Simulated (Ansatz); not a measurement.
# Lu (simple cubic): energy against volume

Method: DFT, PBE, plane waves (420 eV) with PAW, scalar-relativistic in Ansatz 0.2.0.

The cell is scaled uniformly from the relaxed one, with fractional coordinates and shape fixed. Energies are extrapolated to zero smearing, pressures are those at the given smearing. Magnetic state: spin not included.

A Birch-Murnaghan fit gives V₀ = 32.84 Å³/atom, B₀ = 30 GPa, B₀′ = 3.1.

Q: What are the energy above the minimum and the pressure at 29.032 Å³/atom?

A: 48.7 meV/atom and 4.48 GPa as computed.

Q: What are the energy above the minimum and the pressure at 34.311 Å³/atom?

A: 5.8 meV/atom and -1.15 GPa as computed.

Q: What are the energy above the minimum and the pressure at 36.950 Å³/atom?

A: 40.8 meV/atom and -2.84 GPa as computed.
